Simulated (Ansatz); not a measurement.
## BeS: density of states with r2SCAN+D3(BJ)

The system is BeS.

```
S Be
1.0
     0.00000    2.42500    2.42500
     2.42500    0.00000    2.42500
     2.42500    2.42500    0.00000
S Be
1 1
Direct
  0.25000 0.25000 0.25000
  0.00000 0.00000 0.00000
```

| Item | Value |
| --- | --- |
| Program | Ansatz 0.2.0 |
| Task | density of states |
| Functional | r2SCAN |
| Dispersion | D3(BJ) |
| Potentials or basis | JTH PAW |
| Cutoff | 1080 eV (not typed: the program's choice for these potentials) |
| k mesh | 9 × 9 × 9 |
| Occupations | fermi-dirac, width 0.01 eV |
| Spin | no spin polarisation |

```yaml
Pressure: -0.4 GPa
Band_gap_on_the_k_mesh: 3.66 eV, indirect (least direct gap 6.23 eV)
```

Levels at points of the mesh, in eV from the valence-band top:
```tsv
k point	band 2	band 3	band 4	band 5	band 6	band 7	band 8	band 9
(0.00, 0.00, 0.00)	-14.30	0.00	0.00	0.00	6.23	6.23	6.23	6.66
```

States per cell in windows of 1 eV (zero at the valence-band top; states under -8 eV left out):
```csv
from (eV),total
-8.0,0.00
-7.0,0.00
-6.0,0.56
-5.0,1.10
-4.0,0.96
-3.0,1.48
-2.0,1.42
-1.0,0.49
0.0,0.00
1.0,0.00
2.0,0.00
3.0,0.03
4.0,0.25
5.0,0.68
6.0,1.45
7.0,1.68
```

Wall time 25 s on 1 thread of Arm Neoverse V1 (shared host), peak memory 0.78 GiB.

Caveat: odd divisions of the mesh miss points on the zone boundary, where band edges often lie, so the gap on the mesh can be too wide; the dispersion damping was fitted for another functional or another form of the correction. A k mesh can miss the band edges.
